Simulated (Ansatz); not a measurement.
## WSe2: pressure against volume, fitted

```xyz
6
Lattice="3.2900 0.0000 0.0000 -1.6450 2.8492 0.0000 0.0000 0.0000 12.9700" Properties=species:S:1:pos:R:3 pbc="T T T"
W     0.0000    1.8995    3.2425
W     1.6450    0.9497    9.7275
Se    0.0000    1.8995    8.0544
Se    1.6450    0.9497    1.5694
Se    0.0000    1.8995   11.4006
Se    1.6450    0.9497    4.9156
```

Atoms are numbered in the order listed.

The cell is COD entry 9009146, as deposited and not checked against the literature; nothing was relaxed.

No spin–orbit coupling, which matters for the heavy atoms here.

Level of theory: DFT, PBE, all-electron LAPW, scalar-relativistic in Ansatz 0.2.0.

The runs use a Γ-centred 11×11×3 k mesh, Fermi–Dirac smearing of 0.08 eV, basis error target 0.5 meV/atom, no spin polarisation.

The cell is scaled evenly. Fractional coordinates are held (clamped ions).

| V (Å³/atom) | P (GPa) |
| --- | --- |
| 19.048 | 14.15 |
| 19.453 | 10.31 |
| 19.858 | 6.85 |
| 20.061 | 5.26 |
| 20.263 | 3.75 |
| 20.466 | 2.32 |
| 20.669 | 0.96 |
| 21.074 | -1.55 |

Question: Fit a third-order Birch–Murnaghan curve to the pressures.

Answer: P = (3B0/2)(y^(7/2) − y^(5/2))[1 + (3/4)(B0′ − 4)(y − 1)] with y = (V0/V)^(2/3) fits within 0.01 GPa for V0 = 20.819 Å³/atom, B0 = 130.7 GPa and B0′ = 4.43.

Question: Predict the pressure at the withheld volume, 21.479 Å³/atom.

Answer: There y = 0.9794, so the fit gives -3.81 GPa; the run gave -3.81 GPa.
